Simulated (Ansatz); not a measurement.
## P under changes of volume

One of the cells (20.458 Å³/atom); the others are scaled copies at fixed shape and fractional positions:

```xyz
4
Lattice="1.6477 -5.4650 0.0000 1.6477 5.4650 0.0000 0.0000 0.0000 4.5436" Properties=species:S:1:pos:R:3 pbc="T T T"
P     1.6477   -4.4173    2.6754
P     1.6477    4.4173    1.8683
P     1.6477   -1.0477    0.4035
P     1.6477    1.0477    4.1401
```

| Item | Value |
| --- | --- |
| Program | Ansatz 0.2.0 |
| Functional | PBE |
| Dispersion | D4 |
| Potentials or basis | Ansatz PAW |
| Cutoff | 420 eV (not typed: the program's choice for these potentials) |
| k mesh | 8 × 8 × 6 |
| Occupations | fermi-dirac, width 0.05 eV |
| Spin | no spin polarisation |

```tsv
volume (Å³/atom)	energy over the lowest point (meV/atom)	pressure (GPa)	gap on the mesh (eV)	largest force (eV/Å)
19.230	13.35	4.5	0.02	0.929
19.639	4.40	2.6	0.04	0.720
20.049	0.11	0.8	0.06	0.528
20.458	0.00	-0.7	0.10	0.353
20.867	3.63	-2.1	0.13	0.202
21.276	?	?	?	?
21.685	20.65	-4.5	0.21	0.183
```

What does the run at 21.276 Å³/atom give?

Energy over the lowest point 10.63 meV/atom; pressure -3.4 GPa; gap on the mesh 0.17 eV; largest force 0.118 eV/Å.

Worked out: A Birch-Murnaghan fit of order 3 (a polynomial in V^(-2/3)) to the other rows has its minimum at 20.26 Å³/atom with B0 = V·E''(V) = 76 GPa and B' = 4.4 at fixed shape and positions, which overstates the stiffness. It gives 10.63 meV/atom at 21.276 Å³/atom, against the run's 10.63, and -dE/dV = -3.4 GPa, against -3.4.

Energies are extrapolated to zero smearing.

A mesh can miss the band edges.
